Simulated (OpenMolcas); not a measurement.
**C2H2Cl2 (cis-1,2-Dichloroethene): the vertical energy of the triplet above the singlet from total energies**

C2H2Cl2 has 6 atoms, charge 0, and is taken as a singlet. As SMILES, `Cl/C=C\Cl`. Geometry: relaxed at PBE0-D4/def2-TZVP.

| atom | x (Å) | y (Å) | z (Å) |
| --- | --- | --- | --- |
| Cl | 0.7154 | -1.8746 | -0.4482 |
| C | 0.6418 | -0.2234 | -0.0289 |
| C | -0.4756 | 0.4757 | 0.1008 |
| Cl | -2.0467 | -0.1465 | -0.1276 |
| H | 1.6029 | 0.2461 | 0.1336 |
| H | -0.4377 | 1.5228 | 0.3703 |

Both states at this one shape; open shells run unrestricted unless said. 1 Eh = 27.2114 eV.

| level | program | singlet C2H2Cl2 (Eh) | triplet C2H2Cl2 (Eh) |
| --- | --- | --- | --- |
| TPSS/6-311+G** | OpenMolcas | -997.884216 | -997.737299 |
| B3LYP/6-31G* (spherical functions) | OpenMolcas | -997.769274 | -997.618150 |
| B3LYP/6-311+G** | OpenMolcas | -997.858897 | -997.709623 |
| M06-2X/6-311+G** | OpenMolcas | -997.762974 | -997.605094 |

Q: Work out the vertical gap, second state less first, at each level.

A: 
1. TPSS/6-311+G**: -997.737299 − (-997.884216) = 0.146917 Eh = 4.00 eV.
2. B3LYP/6-31G* (spherical functions): -997.618150 − (-997.769274) = 0.151124 Eh = 4.11 eV.
3. B3LYP/6-311+G**: -997.709623 − (-997.858897) = 0.149274 Eh = 4.06 eV.
4. M06-2X/6-311+G**: -997.605094 − (-997.762974) = 0.157880 Eh = 4.30 eV.

No measured value is set beside it here; the levels span 4.00 to 4.30 eV.
